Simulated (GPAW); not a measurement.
Si:

```
Si
1.0
     4.12095    0.00000    0.00000
    -2.06047    3.56885    0.00000
     0.00000    0.00000    2.65479
Si
2
Direct
  0.33333 0.66667 0.50000
  0.66666 0.33334 0.50000
```

The cell was built by a generator and needn't be a form met in nature.

Base run:

| Item | Value |
| --- | --- |
| Program | GPAW 26.7.0 |
| Functional | LDA |
| Potentials or basis | the program's PAW data sets (release 1.2.1) made for this functional |
| Cutoff | 600 eV |
| Basis | pw |
| k mesh | 8 × 8 × 10 |
| Occupations | fermi-dirac, width 0.05 eV |
| Spin | no spin polarisation |

Its results: pressure -3.0 GPa.

**Question.** The run is repeated on the same cell with these changes: functional from LDA to RPBE; band points from 80 to 60. What comes out?

**Answer.** Pressure 1.7 GPa.
